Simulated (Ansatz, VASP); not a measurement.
## Two plane-wave programs on V

```xyz
1
Lattice="0.0000 1.8861 1.8861 1.8861 0.0000 1.8861 1.8861 1.8861 0.0000" Properties=species:S:1:pos:R:3 pbc="T T T"
V     0.0000    0.0000    0.0000
```

Alike in both runs: functional PBEsol; k mesh 8 × 8 × 8; occupations gaussian, width 0.1 eV; no spin polarisation.

Ansatz relaxed the structure, and its values are those at the end. VASP's run is a single point on that final structure, the one shown.

```csv
,VASP,Ansatz
version,VASP 6.6.1,Ansatz 0.2.0
potentials or method,"VASP PAW PBE potentials, release 64 (V_sv)","scalar-relativistic, plane waves, PAW"
plane-wave cutoff (eV),520,420
valence electrons in the cell,13,13
```

|  | VASP | Ansatz | Ansatz less VASP |
| --- | --- | --- | --- |
| gap on the k mesh at the Fermi level (eV) | none | none | - |
| pressure (GPa) | 0.1 | 0.0 | -0.17 |

A gap of «none» marks a metal or a gap that the smearing closes.

Caveats: the k mesh is coarse (spacing up to 0.36 Å⁻¹), so the values aren't converged; the PAW data sets were made with another functional, which shifts forces and pressure a little (VASP).
